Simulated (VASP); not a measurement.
# Nd (Im-3m) in VASP: a series of runs

One crystal, Nd, is run at these levels: PBE; tasks: single point.

Program: VASP 6.6.1. These are calculated values, not measurements. Logs are shortened: lines on timing, memory, paths and dates and some standing lists are left out, and cuts for length are marked.

## Step 1: Starting point

It takes space group Im-3m (No. 229, cubic). The conventional cell has a = 4.151 Å, b = 4.151 Å, c = 4.151 Å, α = 90.00°, β = 90.00°, γ = 90.00°. Nd (site symmetry m-3m) is surrounded by 8 Nd at 3.59 Å.

This isn't the form of Nd at room conditions, which is double hcp.

## Step 2: Single point, PBE, collinear spin, ferromagnetic start

The input, INCAR:

```
SYSTEM = Nd
  ADDGRID = .False.
  ALGO = Normal
  EDIFF = 1E-6
  ENCUT = 460
  GGA = PE
  ISIF = 2
  ISMEAR = -1
  ISPIN = 2
  LASPH = .True.
  LCHARG = .False.
  LMAXMIX = 6
  LORBIT = 11
  LREAL = .False.
  LWAVE = .False.
  MAGMOM = 3
  NBANDS = 16
  NELM = 100
  PREC = Accurate
  SIGMA = 0.1
```

The input, KPOINTS:

```
k-points
0
Gamma
  5 5 5
  0 0 0
```

The input, POSCAR:

```
Nd
1.0
   -2.0754700287      2.0754700287      2.0754700287
    2.0754700287     -2.0754700287      2.0754700287
    2.0754700287      2.0754700287     -2.0754700287
Nd
1
Direct
    0.0000000000      0.0000000000      0.0000000000
```

Potentials or basis: VASP PAW PBE potentials, release 64 (Nd_3), 4f in core.

Run with:

```sh
cat potpaw_PBE.64/Nd_3/POTCAR > POTCAR
mpirun -np 1 vasp_std > vasp.out
```

OUTCAR:

```text
SYSTEM = Nd
   EDIFF = 1E-6
   ENCUT = 460
   GGA = PE
   ISIF = 2
   ISMEAR = -1
   ISPIN = 2
   LASPH = .True.
   LORBIT = 11
   LREAL = .False.
   NELM = 100
   PREC = Accurate

 Found     10 irreducible k-points:

 Following reciprocal coordinates:
            Coordinates               Weight
  0.000000  0.000000  0.000000      1.000000
  0.200000  0.000000  0.000000     12.000000
  0.400000  0.000000  0.000000     12.000000
  0.200000  0.200000  0.000000     24.000000
  0.400000  0.200000  0.000000     24.000000
  0.200000  0.200000  0.200000      8.000000
   k-points           NKPTS =     10   k-points in BZ     NKDIM =     10   number of bands    NBANDS=     16
   number of dos      NEDOS =    301   number of ions     NIONS =      1
   total plane-waves  NPLWV =  21952
   dimension x,y,z NGX =    28 NGY =   28 NGZ =   28
   dimension x,y,z NGXF=    56 NGYF=   56 NGZF=   56
   ions per type =               1
   NGX,Y,Z   is equivalent  to a cutoff of  12.95, 12.95, 12.95 a.u.
   NGXF,Y,Z  is equivalent  to a cutoff of  25.90, 25.90, 25.90 a.u.
 SYSTEM =  Nd
   PREC   = accura    normal or accurate (medium, high low for compatibility)
   ISTART =      0    job   : 0-new  1-cont  2-samecut
   ICHARG =      2    charge: 1-file 2-atom 10-const
   ISPIN  =      2    spin polarized calculation?
   LNONCOLLINEAR =      F non collinear calculations
   LSORBIT =      F    spin-orbit coupling
   LASPH  =      T    aspherical Exc in radial PAW
   ENCUT  =  460.0 eV  33.81 Ry    5.81 a.u.   6.29  6.29  6.29*2*pi/ulx,y,z
   NELM   =    100;   NELMIN=  2; NELMDL= -5     # of ELM steps
   EDIFF  = 0.1E-05   stopping-criterion for ELM
   LREAL  =      F    real-space projection
   EDIFFG = 0.1E-04   stopping-criterion for IOM
   NSW    =      0    number of steps for IOM
   IBRION =     -1    ionic relax: 0-MD 1-quasi-New 2-CG
   NFREE  =      0    steps in history (QN), initial steepest desc. (CG)
   ISIF   =      2    stress and relaxation
   ISYM   =      2    0-nonsym 1-usesym 2-fastsym
   POTIM  = 0.5000    time-step for ionic-motion
   TEBEG  =    0.0;   TEEND  =   0.0 temperature during run
   PSTRESS=    0.0 pullay stress
   NELECT =      11.0000    total number of electrons
   NUPDOWN=      -1.0000    fix difference up-down
   EMIN   =  10.00;   EMAX   =-10.00  energy-range for DOS
   EFERMI =   0.00;   METHOD = LEGACY
   ISMEAR =    -1;   SIGMA  =   0.10  broadening in eV -4-tet -1-fermi 0-gaus
   EFERMI_NEDOS =   21; number of points for ismear=-14 and -15
   IALGO  =     38    algorithm
   IMIX   =      4    mixing-type and parameters
     AMIX     =   0.40;   BMIX     =  1.00
     AMIX_MAG =   1.60;   BMIX_MAG =  1.00
  volume/ion in A,a.u.               =      35.76       241.33
  Fermi-wavevector in a.u.,A,eV,Ry     =   1.105103  2.088341 16.616139  1.221252
  Thomas-Fermi vector in A             =   2.241585
   LORBIT       =     11    0 simple, 1 ext, 2 COOP (PROOUT), +10 PAW based schemes
   GGA     = PE    functional components
   LHFCALC =     F    Hartree Fock is set to
   AEXX    =    0.0000 exact exchange contribution
   IVDW    =     0    specifies the selected vdW correction
   LEPSILON=     F    determine dielectric tensor
   LRPA    =     F    only Hartree local field effects (RPA)
 spin polarized calculation
  energy-cutoff  :      460.00
  volume of cell :       35.76
 maximum number of plane-waves:       811
 NGX is ok and might be reduce to    28
   NGX = 13   NGY = 13   NGZ = 13

 number of electron      11.0000000 magnetization       0.6876562

 Free energy of the ion-electron system (eV)
  ---------------------------------------------------
  ext. energy  EPLUGINS =         0.00000000
  ---------------------------------------------------
  free energy    TOTEN  =        -4.59153686 eV

  energy without entropy =       -4.52862670  energy(sigma->0) =       -4.56008178

 E-fermi :   3.3371     XC(G=0):  -9.5851

 val. band max:        3.2131447356   @ k =   0.2000   0.2000   0.0000
 cond. band min:       3.4768943621   @ k =  -0.4000   0.4000   0.2000
 fundamental gap:      0.2637496265
 Fermi energy:         3.3370540544

 spin component 1

 k-point     1 :       0.0000    0.0000    0.0000
  band No.  band energies     occupation
      1     -34.7469      1.00000
      2     -15.3971      1.00000
      3     -15.3971      1.00000
      4     -15.3971      1.00000
      5      -0.8632      1.00000
      6       4.5577      0.00000
[... 8 lines left out ...]
     15      20.4296      0.00000
     16      22.1145      0.00000

 k-point     2 :       0.2000    0.0000    0.0000
  band No.  band energies     occupation
      1     -34.7052      1.00000
      2     -15.7621      1.00000
      3     -15.5087      1.00000
      4     -15.4002      1.00000
      5       0.1786      1.00000
      6       3.8764      0.00453
[... 8 lines left out ...]
     15      17.9065      0.00000
     16      20.7911      0.00000

 k-point     3 :       0.4000    0.0000    0.0000
  band No.  band energies     occupation
      1     -34.6368      1.00000
      2     -16.2991      1.00000
      3     -15.6820      1.00000
      4     -15.4055      1.00000
      5       1.1506      1.00000
      6       3.0595      0.94134
[... 8 lines left out ...]
     15      18.9163      0.00000
     16      19.5562      0.00000

 k-point     4 :       0.2000    0.2000    0.0000
  band No.  band energies     occupation
      1     -34.6500      1.00000
      2     -16.1201      1.00000
      3     -15.6702      1.00000
      4     -15.4776      1.00000
      5       1.5471      1.00000
      6       3.2131      0.77541
[... 8 lines left out ...]
     15      18.9027      0.00000
     16      21.3782      0.00000

 k-point     5 :       0.4000    0.2000    0.0000
  band No.  band energies     occupation
      1     -34.6156      1.00000
      2     -16.2683      1.00000
      3     -15.8581      1.00000
      4     -15.5000      1.00000
      5       1.8924      1.00000
      6       3.0631      0.93932
[... 8 lines left out ...]
     15      18.4214      0.00000
     16      21.1538      0.00000

 k-point     6 :       0.2000    0.2000    0.2000
  band No.  band energies     occupation
      1     -34.6218      1.00000
      2     -16.1463      1.00000
      3     -15.7392      1.00000
      4     -15.7392      1.00000
      5       3.0056      0.96491
      6       3.0056      0.96491
[... 8 lines left out ...]
     15      19.5220      0.00000
     16      20.6799      0.00000

 [... further k-points ...]

 spin component 2

 k-point     1 :       0.0000    0.0000    0.0000
  band No.  band energies     occupation
      1     -34.5989      1.00000
      2     -15.2103      1.00000
      3     -15.2103      1.00000
      4     -15.2103      1.00000
      5      -0.3287      1.00000
      6       5.0010      0.00000
[... 8 lines left out ...]
     15      20.8791      0.00000
     16      22.5290      0.00000

 k-point     2 :       0.2000    0.0000    0.0000
  band No.  band energies     occupation
      1     -34.5586      1.00000
      2     -15.5610      1.00000
      3     -15.3177      1.00000
      4     -15.2136      1.00000
      5       0.7036      1.00000
      6       4.3371      0.00005
[... 8 lines left out ...]
     15      18.3859      0.00000
     16      21.2398      0.00000

 k-point     3 :       0.4000    0.0000    0.0000
  band No.  band energies     occupation
      1     -34.4925      1.00000
      2     -16.0791      1.00000
      3     -15.4846      1.00000
      4     -15.2192      1.00000
      5       1.6413      1.00000
      6       3.5346      0.12181
[... 8 lines left out ...]
     15      19.4483      0.00000
     16      20.0613      0.00000

 k-point     4 :       0.2000    0.2000    0.0000
  band No.  band energies     occupation
      1     -34.5053      1.00000
      2     -15.9062      1.00000
      3     -15.4731      1.00000
      4     -15.2883      1.00000
      5       2.0557      1.00000
      6       3.6571      0.03917
[... 8 lines left out ...]
     15      19.4057      0.00000
     16      21.8807      0.00000

 k-point     5 :       0.4000    0.2000    0.0000
  band No.  band energies     occupation
      1     -34.4720      1.00000
      2     -16.0495      1.00000
      3     -15.6540      1.00000
      4     -15.3100      1.00000
      5       2.3731      0.99993
      6       3.5319      0.12472
[... 8 lines left out ...]
     15      18.9023      0.00000
     16      21.6594      0.00000

 k-point     6 :       0.2000    0.2000    0.2000
  band No.  band energies     occupation
      1     -34.4780      1.00000
      2     -15.9318      1.00000
      3     -15.5398      1.00000
      4     -15.5398      1.00000
      5       3.4816      0.19063
      6       3.4816      0.19063
[... 8 lines left out ...]
     15      20.0597      0.00000
     16      21.2256      0.00000

 [... further k-points ...]
[... 5 lines left out ...]
  --------------------------------------------------------------------------------------
  -------------------------------------------------------------------------------------
  Total        0.1221892      0.1221892      0.1221892     -0.0000000     -0.0000000      0.0000000
  in kB        5.4743673      5.4743673      5.4743673     -0.0000000     -0.0000000      0.0000000
  external PRESSURE =       5.4743673 kB  Pullay stress =       0.0000000 kB

 VOLUME and BASIS-vectors are now :
 -----------------------------------------------------------------------------
  energy-cutoff  :      460.00
  volume of cell :       35.76
      direct lattice vectors                 reciprocal lattice vectors
    -2.075470029  2.075470029  2.075470029     0.000000000  0.240909285  0.240909285
     2.075470029 -2.075470029  2.075470029     0.240909285  0.000000000  0.240909285
     2.075470029  2.075470029 -2.075470029     0.240909285  0.240909285  0.000000000

 POSITION                                       TOTAL-FORCE (eV/Angst)
 -----------------------------------------------------------------------------------
      0.00000      0.00000      0.00000        -0.000000      0.000000     -0.000000
 -----------------------------------------------------------------------------------
    total drift:                               -0.000000     -0.000000     -0.000000

  FREE ENERGIE OF THE ION-ELECTRON SYSTEM (eV)
  ---------------------------------------------------
  free  energy   TOTEN  =        -4.5915368627 eV

  energy  without entropy=       -4.5286267028  energy(sigma->0) =       -4.56008178

 total charge

# of ion       s       p       d       tot
------------------------------------------
    1        2.152   5.779   0.945   8.876

 magnetization (x)

# of ion       s       p       d       tot
------------------------------------------
    1        0.005   0.023   0.289   0.316
```

It took 20 s on 1 thread of Intel Xeon Platinum 8488C (Sapphire Rapids), shared host; peak memory 0.16 GiB.

The run converged, but some of its settings lie outside the range that counts as converged, so its numbers aren't taken as properties of the crystal.

Results:

```yaml
Free_energy: -4.5915 eV
Pressure: 0.5 GPa
Band_gap_on_the_k_mesh: none (metal or under the smearing width)
Net_moment: 0.69 μB per cell
Site_moments: Nd +0.32 μB
Valence_electrons_inside_the_program's_atomic_spheres: Nd 8.88
```

Caveat: the k mesh is coarse (spacing up to 0.43 Å⁻¹), so the values aren't converged; the magnetic or orbital state may not be the lowest; spin-orbit coupling is left out, which moves the levels of the heavy elements; the 4f electrons are frozen in the core as for a trivalent ion, so they carry no moment and show no levels.

[end of part 1 of 2]
